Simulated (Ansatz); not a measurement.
Wurtzite InN, treated with r²SCAN+SOC (plane waves, PAW; Ansatz, a program for electronic structure).

Settings: plane-wave cutoff 560 eV, 12×12×6 k mesh (along the axes of the cell as run), Fermi–Dirac smearing 0.01 eV, PAW data made under PBE.

Properties against volume:

Shape and atoms are relaxed at each volume.

```tsv
V (Å³/atom)	P (GPa)	direct gap at Γ (eV)	c (Å)	a (Å)
14.958	6.29	0.186	5.638	3.500
15.270	2.97	0.124	5.680	3.524
15.581	0.00	0.067	5.721	3.547
15.893	-2.64	0.025	5.762	3.569
16.205	-5.02	0.007	5.801	3.592
```

Measured, for comparison: band gap 0.77 eV (zero-point shift of 0.07 eV (the table's estimate, ZP (est)) added back here, E0, Γ; inputs from arXiv:2302.06325).

Note: the bulk modulus comes from volumes at which shape and atoms were relaxed.
